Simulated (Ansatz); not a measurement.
# AlN (P6_3mc):Se_N, thermodynamic levels from a 72-atom cell, part 2 of 2

Wanted: the transition levels of a substitutional impurity in AlN (P6_3mc), from a cell of 72 host atoms with 1 N taken out and 1 Se put in.

Ansatz; place-levels on r2SCAN runs: charge-transition levels and formation energies with image-charge correction and potential alignment at the atomic sites; PAW set soft_1.

So far: Starting point; What was run first.

**3. Levels against the band edges, r2SCAN**

A charged cell interacts with its images and the background, and its potential has another zero than the host's. place-levels removes the first by a point-charge model, screened by the static dielectric constant since the ions have relaxed around the charge, and the second by comparing potentials at atoms far from the defect.

The host is a run of the defect-free crystal in the same cutoffs, grids and k-points, so that basis and sampling errors cancel in part in the differences. The host is run in a cell of 8 atoms on a matching mesh. Its band edges are searched through the zone by a band path, so the gap is smaller than, or equal to, that on the mesh. Chemical potentials are energies per atom of N (N2 molecule) and Se (trigonal (grey) selenium), run with the same functional and cutoff.

Input file levels.point.yaml:

```yaml
host:
  run: host.point.run
states: [qm1.point.run, q0_M1.point.run, qp1.point.run]
geometry_from:
  qm1.point.run: qm1.relax.run
  q0_M1.point.run: q0_M1.relax.run
  qp1.point.run: qp1.relax.run
  host.point.run: host.relax.run
chemical_potentials:
  "N":
    energy: -384.814403
    dataset: "<sha256 of the dataset>"
  Se:
    energy: -5478.140172
    dataset: "<sha256 of the dataset>"
epsilon: [4.49, 4.49, 4.72]
static_epsilon: [8.15, 8.15, 9.65]
vertical:
  - { from: qm1.point.run, to: qm1.point_neutral.run }
  - { from: qp1.point.run, to: qp1.point_neutral.run }
```

Run with:

```console
$ ansatz place-levels levels.point.yaml -- --threads 4 --pin off --max-ram 7536MiB
```

Log:

```text
[... repeated set-up lines and file paths are left out, and long positions are rounded to six places ...]
(+1/0) 4.397 eV above the valence edge, 0.481 eV under the conduction edge
(0/-1) 5.000 eV above the valence edge, in the conduction band
formation energy of charge +1: +2.030 eV with the Fermi level at the valence edge
formation energy of charge 0: +6.427 eV with the Fermi level at the valence edge
formation energy of charge -1: +11.428 eV with the Fermi level at the valence edge
vertical -1 to 0: no energy, since no alignment is typed
  the change from vertical[0].from (qm1.point.run) to vertical[0].to (qm1.point_neutral.run): by its potential at epsilon [4.49, 4.49, 4.72] it stands at 0.997 0.674 0.535, with an rms radius of about 1.6 Å (1.0 1.0 0.9 Å across the planes of the cell's [...]
vertical +1 to 0: no energy, since no alignment is typed
  the change from vertical[1].from (qp1.point.run) to vertical[1].to (qp1.point_neutral.run): by its potential at epsilon [4.49, 4.49, 4.72] it stands at 0.209 0.788 0.532, with an rms radius of about 3.8 Å (2.4 2.4 1.7 Å across the planes of the cell's [...]
  edges by r2scan, gap 4.878 eV; the host is sampled to repeats of 18.64 Å
  the defect's cells are sampled to repeats of 18.64 Å, like sampling
  charge +1: -38523.7260 eV with its correction of +0.508 eV, at epsilon [8.15, 8.15, 9.65], aligned at sites: +0.2452 eV, mean over 33 atomic sites at or beyond 4.66 Å from the host's site at [0.5554, 0.4446, 0.4403] by the defect at [0.5556, 0.4444, [...]
  charge 0: +0.000 eV for its dipole among its images, +0.000 omitted
  charge -1: -38500.4920 eV with its correction of -0.147 eV, at epsilon [8.15, 8.15, 9.65], aligned at sites: +0.4103 eV, mean over 33 atomic sites at or beyond 4.66 Å from the host's site at [0.5554, 0.4446, 0.4403] by the defect at [0.5556, 0.4444, [...]
  of states[2] (qp1.point.run): it parts from the run at its places by a charge that spreads by about 2.4 Å along one vector (1.4 Å or more is wide), by its potential at epsilon [4.49, 4.49, 4.72], taken for that of held ions (one typed too small widens it), [...]
  of states[1] (q0_M1.point.run): stability_check_not_made
  of states[0] (qm1.point.run): its alignment with the host at atomic sites is doubtful: the mean over the far sites moves by +0.1296 eV from their farther parts to their nearer, more than 0.05 eV. [...]
  of vertical[0].to (qm1.point_neutral.run): stability_check_not_made
  of vertical[1].from (qp1.point.run): its displacements don't fall off away from the defect: farther atoms stand 0.023 Å off the host's places. [...]
  of vertical[1].to (qp1.point_neutral.run): its displacements don't fall off away from the defect: farther atoms stand 0.023 Å off the host's places. [...]
```

Elapsed: 0.35 s, on 4 threads of Arm Neoverse V1, shared host.

Levels between the charges placed, in eV above the valence top:

```
        gap (eV)  (+1/0)  (0/−1)
r2SCAN      4.88    4.40    5.00
```

Corrections by state:

```
charge  moment (μB)  image terms and alignment (eV)  band filling (eV)                               ε used  over the lowest of its charge, as the program ranks them, band filling apart (eV)
    +1          0.0                           0.508                  -  principal values (8.15, 8.15, 9.65)                                                                              0.000
     0          1.0                           0.000                  -                                    -                                                                              0.000
    −1          0.0                          -0.147                  -  principal values (8.15, 8.15, 9.65)                                                                              0.000
```

The charged structures listed were also run neutral, and place-levels reads from each pair, by the potential or the spins, how wide the charge is by which they differ; that can be the carrier of either run.

```
charge  rms radius (Å)  spread where it is widest against the cell (Å)  wide from (Å)  reading
    +1             3.8                                            2.39           1.40     wide
    −1             1.6                                            0.98           1.40   narrow
```

The neutral runs of these pairs need not share the spin of the lowest neutral state, and very wide values only mean spread over the cell.

From the program's caveats on the states, each cut to its opening words:

- charge +1: it parts from the run at its places by a charge that spreads by about 2.4 Å along one vector (1.4 Å or more is wide), by its potential at epsilon [4.49, 4.49, [...]
- charge +1: its displacements don't fall off away from the defect: farther atoms stand 0.023 Å off the host's places
- charge 0 (1 μB): flagged: stability check not made
- charge −1: its alignment with the host at atomic sites is doubtful: the mean over the far sites moves by +0.1296 eV from their farther parts to their nearer, more than [...]

Chemical potentials of the elements' reference phases, run alike. Formation energies (elemental references), with the Fermi level at the valence top and at the conduction bottom (gap 4.88 eV):

```
charge  at valence top (eV)  at conduction bottom (eV)  correction included (eV)
    +1                 2.03                       6.91                      0.51
     0                 6.43                       6.43                      0.00
    −1                11.43                       6.55                     -0.15
```

(Fermi level (eV), lowest formation energy (eV)): (0.00, 2.03), (0.44, 2.47), (0.89, 2.92), (1.33, 3.36), (1.77, 3.80), (2.22, 4.25), (2.66, 4.69), (3.11, 5.14), (3.55, 5.58), (3.99, 6.02), (4.43, 6.43), (4.88, 6.43)

**4. Effect of the sampling**

The relaxations' own energies give the levels at their sampling, for comparison.

Input file levels.relax_mesh.yaml:

```yaml
host:
  run: host.relax.run
states: [qm1.relax.run, q0_M1.relax.run, qp1.relax.run]
chemical_potentials:
  "N":
    energy: -384.814403
    dataset: "<sha256 of the dataset>"
  Se:
    energy: -5478.140172
    dataset: "<sha256 of the dataset>"
```

Run with:

```console
$ ansatz place-levels levels.relax_mesh.yaml -- --threads 4 --pin off --max-ram 7536MiB
```

Log:

```text
(+1/0) 4.442 eV above the valence edge, 0.444 eV under the conduction edge
(0/-1) 5.036 eV above the valence edge, in the conduction band
formation energy of charge +1: +1.966 eV with the Fermi level at the valence edge
formation energy of charge 0: +6.407 eV with the Fermi level at the valence edge
formation energy of charge -1: +11.444 eV with the Fermi level at the valence edge
  edges by r2scan, gap 4.886 eV; the host is sampled to repeats of 13.64 Å
[... the lines on each state left out ...]
```

Wall time 0.13 s (4 threads).

Levels between neighbouring charges, in eV above the valence top:

```
                        gap (eV)  (+1/0)  (0/−1)
one point at (¼, ¼, ¼)      4.89    4.44    5.04
  a 2×2×2 shifted mesh      4.88    4.40    5.00
```

Going from one point at (¼, ¼, ¼) to a 2×2×2 shifted mesh moves the levels that carry no band-filling term by up to 0.04 eV and formation energies against the elements by up to 0.06 eV.

**5. Outcome**

| Item | Value |
| --- | --- |
| gap of the host | 4.88 eV (r2SCAN) |
| level (plus 1/0) | 4.40 eV above the valence top |
| level (0/minus 1) | 5.00 eV above the valence top, past the conduction bottom |
| lowest of the charges placed, just above the valence top (0.02 eV) | +1 |
| lowest of the charges placed, just below the conduction bottom (0.02 eV) | 0 |
| lowest formation energy at mid-gap of the charges run, elemental references | 4.47 eV |

What this shows: Of the charges placed (−1, 0 and +1), the lowest changes at 4.40 eV (+1/0) above the valence top, in a gap of 4.88 eV. (+1/0) lies nearer to a band edge than the share of the finite-size correction in it (0.51 eV), and that correction holds for a localised charge alone. (0/−1) lies 0.12 eV from a band edge, less than the doubt on such levels. Charges above +1 were not placed, so these runs say nothing of levels that involve them. States placed: +1 at 0 μB; 0 at 1 μB; −1 at 0 μB. Other spin states or structures, where not listed, weren't placed. Se is taken at its element; compounds, which aren't counted here, bound the chemical potentials and would shift these formation energies. Going from one point at (¼, ¼, ¼) to a 2×2×2 shifted mesh moves the levels that carry no band-filling term by up to 0.04 eV and formation energies against the elements by up to 0.06 eV. The program doubts the alignment of potentials for at least one state, a sign that the cell is small. Keep in mind: r2SCAN makes the gap too small and tends to spread out bound carriers; where a gas molecule sets a chemical potential or the host's formation energy, its binding is uncorrected; force components of up to 0.12 eV/Å remain in a run at the final settings.

[Logs are printed without paths, hosts, clocks, repeated set-up lines and the standing remarks that a program may print on its own settings, such as how far it seeks lower states.]

[Hosts, paths, dates, database ids (printed as entryN), source tags and the programs' standing remarks are cut or masked in the printed files.]

[Where a table of states has a column of steps, it counts the stored structures, which are thinned; the runs took as many ionic steps or more.]

[A defect's name tells the site on which it was built; relaxed atoms can leave that site.]

[For some hosts the program warned that the k-mesh of the response run may be too coarse for force constants and the static dielectric constant; such warnings are not shown here.]
